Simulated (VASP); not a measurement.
**Al2O3 (Corundum): input slips in a relaxation and what they do**

Aim: see how common mistakes in a VASP relaxation show up, on Al2O3 (Corundum). The starting structure is a measured crystal structure from the Crystallography Open Database.

Method: Kohn-Sham DFT with plane waves and PAW; PBEsol, in VASP 6.6.1.

## Step 1: The starting structure

The structure is trigonal, space group R-3c (No. 167). Conventional cell: a = 4.759 Å, b = 4.759 Å, c = 12.996 Å, α = 90.00°, β = 90.00°, γ = 120.00°. Nearest to Al lie 6 O at 1.88 to 1.93 Å. Nearest to O lie 4 Al at 1.88 to 1.93 Å. Farther neighbours and most contacts between anions are not listed.

## Step 2: Reference relaxation

INCAR reads:

```
SYSTEM = Al2O3
PREC = Accurate
ENCUT = 520
EDIFF = 1E-06
NELM = 100
ISMEAR = 0
SIGMA = 0.03
LREAL = .FALSE.
ALGO = Normal
GGA = PS
NBANDS = 34
LORBIT = 11
LWAVE = .FALSE.
LCHARG = .FALSE.
KPAR = 16
IBRION = 2
NSW = 50
ISIF = 3
EDIFFG = -0.006
```

POSCAR reads:

```
Al2O3
1.0
    2.3874690106      1.3784058760      4.3378936963
   -2.3874690106      1.3784058760      4.3378936963
    0.0000000000     -2.7568117519      4.3378936963
Al O
4 6
Direct
    0.1479092224      0.1479092224      0.1479092224
    0.3520907776      0.3520907776      0.3520907776
    0.8520907776      0.8520907776      0.8520907776
    0.6479092224      0.6479092224      0.6479092224
    0.9442101018      0.2500000000      0.5557898982
    0.5557898982      0.9442101018      0.2500000000
    0.2500000000      0.5557898982      0.9442101018
    0.0557898982      0.7500000000      0.4442101018
    0.4442101018      0.0557898982      0.7500000000
    0.7500000000      0.4442101018      0.0557898982
```

KPOINTS reads:

```
Automatic mesh
0
Gamma
6 6 6
0 0 0
```

The projector-augmented-wave data sets are Al and O (PBE family, release 64).

The run is started by

```sh
> mpirun -np 16 vasp_std
```

The log of the run:

```text
[banner, memory and clock lines left out]
running   16 mpi-ranks, on    1 nodes
 distrk:  each k-point on    1 cores,   16 groups
 distr:  one band on    1 cores,    1 groups

 POSCAR found type information on POSCAR AlO
 POSCAR found :  2 types and      10 ions
|                                                                             |
|           W    W    AA    RRRRR   N    N  II  N    N   GGGG   !!!           |
|           W    W   A  A   R    R  NN   N  II  NN   N  G    G  !!!           |
|           W    W  A    A  R    R  N N  N  II  N N  N  G       !!!           |
|           W WW W  AAAAAA  RRRRR   N  N N  II  N  N N  G  GGG   !            |
|           WW  WW  A    A  R   R   N   NN  II  N   NN  G    G                |
|           W    W  A    A  R    R  N    N  II  N    N   GGGG   !!!           |
|                                                                             |
|     For optimal performance we recommend to set                             |
|       NCORE = 2 up to number-of-cores-per-socket                            |
|     NCORE specifies how many cores store one orbital (NPAR=cpu/NCORE).      |
|     This setting can greatly improve the performance of VASP for DFT.       |
|     The default, NCORE=1 might be grossly inefficient on modern             |
|     multi-core architectures or massively parallel machines. Do your        |
|     Unfortunately you need to use the default for GW and RPA                |
|     calculations (for HF NCORE is supported but not extensively tested      |
|     yet).                                                                   |
|                                                                             |

|                                                                             |
|               ----> ADVICE to this user running VASP <----                  |
|                                                                             |
|     You enforced a specific xc type in the INCAR file but a different       |
|     [... a line on the potential file left out ...]
|     I HOPE YOU KNOW WHAT YOU ARE DOING!                                     |
|                                                                             |

 LDA part: xc-table for (Slater+PW92), standard interpolation
 POSCAR, INCAR and KPOINTS ok, starting setup
 FFT: planning ... GRIDC
 FFT: planning ... GRID_SOFT
 FFT: planning ... GRID
 WAVECAR not read
 entering main loop
       N       E                     dE             d eps       ncg     rms          rms(c)
DAV:   1     0.225298195916E+03    0.22530E+03   -0.25522E+04  2184   0.135E+03
DAV:   2    -0.730659386178E+02   -0.29836E+03   -0.28673E+03  2826   0.290E+02
DAV:   3    -0.858051602735E+02   -0.12739E+02   -0.12693E+02  2790   0.615E+01
DAV:   4    -0.859050819220E+02   -0.99922E-01   -0.99862E-01  2688   0.629E+00
DAV:   5    -0.859062743561E+02   -0.11924E-02   -0.11922E-02  2756   0.685E-01    0.165E+01
DAV:   6    -0.787301730717E+02    0.71761E+01   -0.25945E+01  2650   0.270E+01    0.599E+00
DAV:   7    -0.786937731934E+02    0.36400E-01   -0.76311E-01  2616   0.430E+00    0.322E+00
DAV:   8    -0.786643055451E+02    0.29468E-01   -0.76137E-02  2650   0.216E+00    0.625E-01
DAV:   9    -0.786634231138E+02    0.88243E-03   -0.17365E-02  2776   0.688E-01    0.321E-01
DAV:  10    -0.786636986925E+02   -0.27558E-03   -0.49221E-04  2516   0.136E-01    0.680E-02
DAV:  11    -0.786636674117E+02    0.31281E-04   -0.25658E-04  2686   0.903E-02    0.250E-02
DAV:  12    -0.786636687280E+02   -0.13163E-05   -0.11882E-05  2638   0.213E-02    0.616E-03
DAV:  13    -0.786636679325E+02    0.79552E-06   -0.34727E-06  2428   0.103E-02
   1 F= -.78663668E+02 E0= -.78663668E+02  d E =-.786637E+02
 curvature:   0.00 expect dE= 0.000E+00 dE for cont linesearch  0.000E+00
 trial: gam= 0.00000 g(F)=  0.352E-06 g(S)=  0.409E-05 ort = 0.000E+00 (trialstep = 0.100E+01)
 search vector abs. value=  0.445E-05
 reached required accuracy - stopping structural energy minimisation
```

It took 10 s on 16 MPI ranks of Intel Xeon 6975P-C (Granite Rapids), shared host; peak memory 4.5 GiB.

The logs omit lines about the potential files and the build; timing stands in the text.

From OUTCAR (step 2):

```text
ion  position               nearest neighbor table
   1  0.148  0.148  0.148-  10 1.86   9 1.86   8 1.86   6 1.97   5 1.97   7 1.97   2 2.66   3 2.80
                             3 2.80   3 2.80   2 3.23   2 3.23   2 3.23
   2  0.352  0.352  0.352-   8 1.86   9 1.86  10 1.86   6 1.97   7 1.97   5 1.97   1 2.66   4 2.80
                             4 2.80   4 2.80   1 3.23   1 3.23   1 3.23
   3  0.852  0.852  0.852-   7 1.86   6 1.86   5 1.86   9 1.97   8 1.97  10 1.97   4 2.66   1 2.80
                             1 2.80   1 2.80   4 3.23   4 3.23   4 3.23
   4  0.648  0.648  0.648-   5 1.86   6 1.86   7 1.86   9 1.97  10 1.97   8 1.97   3 2.66   2 2.80
                             2 2.80   2 2.80   3 3.23   3 3.23   3 3.23
   5  0.944  0.250  0.556-   4 1.86   3 1.86   1 1.97   2 1.97
   6  0.556  0.944  0.250-   3 1.86   4 1.86   1 1.97   2 1.97
   7  0.250  0.556  0.944-   3 1.86   4 1.86   2 1.97   1 1.97
   8  0.056  0.750  0.444-   2 1.86   1 1.86   3 1.97   4 1.97
   9  0.444  0.056  0.750-   1 1.86   2 1.86   3 1.97   4 1.97
  10  0.750  0.444  0.056-   1 1.86   2 1.86   4 1.97   3 1.97

  LATTYP: Found a trigonal (rhomboedric) cell.
 ALAT       =     5.1397794462
 COS(alpha) =     0.5684645131

 Subroutine GETGRP returns: Found 12 space group operations
 (whereof  6 operations were pure point group operations)

The static configuration has the point symmetry S_6 .
 The point group associated with its full space group is D_3d.

 Found     32 irreducible k-points:

   k-points           NKPTS =     32   k-points in BZ     NKDIM =     32   number of bands    NBANDS=     34

   dimension x,y,z NGX =    40 NGY =   40 NGZ =   40
   dimension x,y,z NGXF=    80 NGYF=   80 NGZF=   80

   ENCUT  =  520.0 eV  38.22 Ry    6.18 a.u.   9.56  9.56  9.56*2*pi/ulx,y,z

   NELECT =      48.0000    total number of electrons

 k-points in reciprocal lattice and weights: Automatic mesh
   0.00000000  0.00000000  0.00000000       0.005
   0.16666667  0.00000000 -0.00000000       0.028
   0.33333333 -0.00000000 -0.00000000       0.028
   0.50000000  0.00000000  0.00000000       0.014
   0.16666667  0.16666667 -0.00000000       0.028
   0.33333333  0.16666667 -0.00000000       0.056
   0.50000000  0.16666667 -0.00000000       0.056
  -0.33333333  0.16666667  0.00000000       0.056
  -0.16666667  0.16666667  0.00000000       0.028
[...]
-0.33333333  0.50000000  0.33333333       0.028
   0.50000000  0.50000000  0.50000000       0.005

 average (electrostatic) potential at core
       1 -71.2255       2 -71.2255       3 -71.2255       4 -71.2255       5 -67.1011
       6 -67.1011       7 -67.1011       8 -67.1011       9 -67.1011      10 -67.1011

 E-fermi :   6.1011

 k-point     1 :       0.0000    0.0000    0.0000
  band No.  band energies     occupation
    ...
     20       5.4512      2.00000
     21       5.4512      2.00000
     22       5.9074      2.00000
     23       5.9074      2.00000
     24       5.9476      2.00000
     25      11.9801      0.00000
     26      14.8474      0.00000
     27      16.5345      0.00000
     28      17.2882      0.00000
     29      17.2882      0.00000
    ...

 k-point     2 :       0.1667    0.0000   -0.0000
  band No.  band energies     occupation
    ...
     20       5.0694      2.00000
     21       5.2588      2.00000
     22       5.6021      2.00000
     23       5.8686      2.00000
     24       5.8992      2.00000
     25      12.6152      0.00000
     26      15.3576      0.00000
     27      16.0964      0.00000
     28      16.9120      0.00000
     29      17.0130      0.00000
    ...

 k-point     3 :       0.3333   -0.0000   -0.0000
  band No.  band energies     occupation
    ...
     20       4.5957      2.00000
     21       5.0976      2.00000
     22       5.4028      2.00000
     23       5.7219      2.00000
     24       5.7656      2.00000
     25      13.9276      0.00000
     26      15.5719      0.00000
     27      15.8802      0.00000
     28      16.2764      0.00000
     29      16.6318      0.00000
    ...

  Total       -0.0191097     -0.0191097     -0.0108796      0.0000000     -0.0000000      0.0000000
  in kB       -0.3574529     -0.3574529     -0.2035060      0.0000000     -0.0000000      0.0000000
  external PRESSURE =      -0.3061373 kB  Pullay stress =       0.0000000 kB

  energy-cutoff  :      520.00
  volume of cell :       85.65
      direct lattice vectors                 reciprocal lattice vectors
     2.387469011  1.378405876  4.337893696     0.209426802  0.120912621  0.076842209
    -2.387469011  1.378405876  4.337893696    -0.209426802  0.120912621  0.076842209
     0.000000000 -2.756811752  4.337893696     0.000000000 -0.241825241  0.076842209

 POSITION                                       TOTAL-FORCE (eV/Angst)
 -----------------------------------------------------------------------------------
      0.00000      0.00000      1.92484        -0.000000     -0.000000     -0.000308
      0.00000      0.00000      4.58200        -0.000000      0.000000      0.000308
      0.00000      0.00000     11.08884        -0.000000      0.000000      0.000308
      0.00000      0.00000      8.43168        -0.000000     -0.000000     -0.000308
      1.65741      0.11390      7.59131        -0.000537     -0.000929     -0.000000
     -0.92734      1.37841      7.59131         0.001073      0.000000     -0.000000
     -0.73006     -1.49230      7.59131        -0.000537      0.000929     -0.000000
     -1.65741     -0.11390      5.42237         0.000537      0.000929     -0.000000
      0.92734     -1.37841      5.42237        -0.001073      0.000000     -0.000000
      0.73006      1.49230      5.42237         0.000537     -0.000929     -0.000000
 -----------------------------------------------------------------------------------
    total drift:                                0.000000     -0.000000      0.000000

  FREE ENERGIE OF THE ION-ELECTRON SYSTEM (eV)
  ---------------------------------------------------
  free  energy   TOTEN  =       -78.6636679325 eV

  energy  without entropy=      -78.6636679325  energy(sigma->0) =      -78.66366793

 reached required accuracy - stopping structural energy minimisation

 total charge
# of ion       s       p       d       tot
------------------------------------------
    1        0.312   0.402   0.000   0.714
    2        0.312   0.402   0.000   0.714
    3        0.312   0.402   0.000   0.714
    4        0.312   0.402   0.000   0.714
    5        1.542   3.621   0.000   5.164
    6        1.542   3.621   0.000   5.164
    7        1.542   3.621   0.000   5.164
    8        1.542   3.621   0.000   5.164
    9        1.542   3.621   0.000   5.164
   10        1.542   3.621   0.000   5.164
--------------------------------------------------
tot         10.503  23.334   0.000  33.837

[... 3 further parts left out ...]
```

CONTCAR:

```
Al2O3
   1.00000000000000
     2.3874690105999998    1.3784058760000000    4.3378936963000001
    -2.3874690105999998    1.3784058760000000    4.3378936963000001
     0.0000000000000000   -2.7568117518999999    4.3378936963000001
  Al              O
     4     6
Direct
     0.1479092224000027    0.1479092224000027    0.1479092224000027
     0.3520907775999973    0.3520907775999973    0.3520907775999973
     0.8520907775999973    0.8520907775999973    0.8520907775999973
     0.6479092224000027    0.6479092224000027    0.6479092224000027
     0.9442101018000031    0.2500000000000000    0.5557898981999969
     0.5557898981999969    0.9442101018000031    0.2500000000000000
     0.2500000000000000    0.5557898981999969    0.9442101018000031
     0.0557898981999969    0.7500000000000000    0.4442101018000031
     0.4442101018000031    0.0557898981999969    0.7500000000000000
     0.7500000000000000    0.4442101018000031    0.0557898981999969
```

The PAW data sets were made with PBE, which is usual practice but a small mismatch for other functionals. The run keeps the 12 symmetry operations of its start, so it cannot find a distortion of lower symmetry.

The reference relaxation ends at 8.565 Å³ an atom. Pressures at 0.985 and 1.015 times this volume, from two more relaxations that aren't shown, give a bulk modulus of 243.6 GPa.

## Step 3: Relaxation with a smearing far too wide

A slip made on purpose: a smearing far too wide. Against step 2 the input has SIGMA = 2 (also changed: NELM).

Changes to INCAR since step 2:

```diff
@@ -4,5 +4,5 @@
 EDIFF = 1E-06
-NELM = 100
+NELM = 60
 ISMEAR = 0
-SIGMA = 0.03
+SIGMA = 2
 LREAL = .FALSE.
```

POSCAR reads:

```
Al2O3
1.0
    2.4030461401      1.3873993359      4.3750580714
   -2.4030461401      1.3873993359      4.3750580714
    0.0000000000     -2.7747986717      4.3750580714
Al O
4 6
Direct
    0.1500000000      0.1500000000      0.1500000000
    0.3500000000      0.3500000000      0.3500000000
    0.8500000000      0.8500000000      0.8500000000
    0.6500000000      0.6500000000      0.6500000000
    0.9500000000      0.2500000000      0.5500000000
    0.5500000000      0.9500000000      0.2500000000
    0.2500000000      0.5500000000      0.9500000000
    0.0500000000      0.7500000000      0.4500000000
    0.4500000000      0.0500000000      0.7500000000
    0.7500000000      0.4500000000      0.0500000000
```

KPOINTS is that of step 2.

The run is started by

```sh
> mpirun -np 16 vasp_std
```

The log of the run:

```text
[banner, memory and clock lines left out]
running   16 mpi-ranks, on    1 nodes
[...]
[... a notice as in an earlier step ...]

 [... a notice as in an earlier step ...]

 LDA part: xc-table for (Slater+PW92), standard interpolation
 POSCAR, INCAR and KPOINTS ok, starting setup
[...]
entering main loop
       N       E                     dE             d eps       ncg     rms          rms(c)
DAV:   1     0.222426864606E+03    0.22243E+03   -0.25269E+04  2176   0.134E+03
DAV:   2    -0.729479988987E+02   -0.29537E+03   -0.28419E+03  2782   0.287E+02
DAV:   3    -0.856814245389E+02   -0.12733E+02   -0.12690E+02  2790   0.617E+01
DAV:   4    -0.857825744810E+02   -0.10115E+00   -0.10109E+00  2704   0.629E+00
[...]
DAV:  12    -0.785620449149E+02   -0.33135E-05   -0.16373E-05  2572   0.252E-02    0.833E-03
DAV:  13    -0.785620436823E+02    0.12326E-05   -0.56356E-06  2630   0.132E-02    0.143E-03
DAV:  14    -0.785620435714E+02    0.11085E-06   -0.13364E-07  1386   0.230E-03
   1 F= -.78562044E+02 E0= -.78525131E+02  d E =-.785620E+02
[... from here on, the cycles between the ionic steps are left out ...]
   2 F= -.78663632E+02 E0= -.78638404E+02  d E =-.101588E+00
   3 F= -.78669596E+02 E0= -.78642514E+02  d E =-.107552E+00
   4 F= -.78671904E+02 E0= -.78641917E+02  d E =-.230818E-02
   5 F= -.78672583E+02 E0= -.78643570E+02  d E =-.298703E-02
   6 F= -.78672857E+02 E0= -.78643880E+02  d E =-.274065E-03
   7 F= -.78672908E+02 E0= -.78643950E+02  d E =-.325025E-03
   8 F= -.78672909E+02 E0= -.78643956E+02  d E =-.326249E-03
   9 F= -.78672909E+02 E0= -.78643958E+02  d E =-.325746E-03
  10 F= -.78672916E+02 E0= -.78643857E+02  d E =-.713120E-05
 trial-energy change:   -0.000007  1 .order   -0.000007   -0.000020    0.000006
 step:   0.8058(harm=  0.8058)  dis= 0.00028  next Energy=   -78.672916 (dE=-0.769E-05)
 reached required accuracy - stopping structural energy minimisation
```

Run time: 36 s. Hardware: 16 MPI ranks; peak memory 5.3 GiB.

OUTCAR, selected parts (step 3):

```text
  Total       -0.0134153     -0.0134153      0.0087356      0.0000000      0.0000000      0.0000000
  in kB       -0.2507852     -0.2507852      0.1633023      0.0000000      0.0000000      0.0000000
  external PRESSURE =      -0.1127560 kB  Pullay stress =       0.0000000 kB

 POSITION                                       TOTAL-FORCE (eV/Angst)
 -----------------------------------------------------------------------------------
     -0.00000      0.00000      1.92470        -0.000000      0.000000      0.000320
     -0.00000      0.00000      4.58264        -0.000000     -0.000000     -0.000320
     -0.00000      0.00000     11.08999        -0.000000     -0.000000     -0.000320
     -0.00000      0.00000      8.43205        -0.000000      0.000000      0.000320
      1.65790      0.11403      7.59190        -0.000794     -0.001376      0.000000
     -0.92770      1.37877      7.59190         0.001589     -0.000000      0.000000
     -0.73020     -1.49280      7.59190        -0.000794      0.001376     -0.000000
     -1.65790     -0.11403      5.42279         0.000794      0.001376     -0.000000
      0.92770     -1.37877      5.42279        -0.001589     -0.000000      0.000000
      0.73020      1.49280      5.42279         0.000794     -0.001376      0.000000
 -----------------------------------------------------------------------------------
    total drift:                               -0.000000      0.000000      0.000000

  FREE ENERGIE OF THE ION-ELECTRON SYSTEM (eV)
  ---------------------------------------------------
  free  energy   TOTEN  =       -78.6729157605 eV

  energy  without entropy=      -78.6147982775  energy(sigma->0) =      -78.64385702

[... 2 parts as in an earlier step ...]

[... 2 further parts left out ...]
[key lines of the parts left out:]
E-fermi :   9.9213
```

Logs of long relaxations may skip ionic steps without a mark.

With a smearing far too wide the cell ends at 8.571 Å³ an atom, +0.06 % from the reference; the bulk modulus is 241.1 GPa against 243.6 GPa.

(Part 1 of 2 ends here.)

[Lines on the potential files, build, host, timing and source positions are cut from VASP's logs without a mark.]

[Logs are printed without paths, hosts, clocks, repeated set-up lines and the standing remarks that a program may print on its own settings, such as how far it seeks lower states.]

[Hosts, paths, dates, database ids (printed as entryN), source tags and the programs' standing remarks are cut or masked in the printed files.]
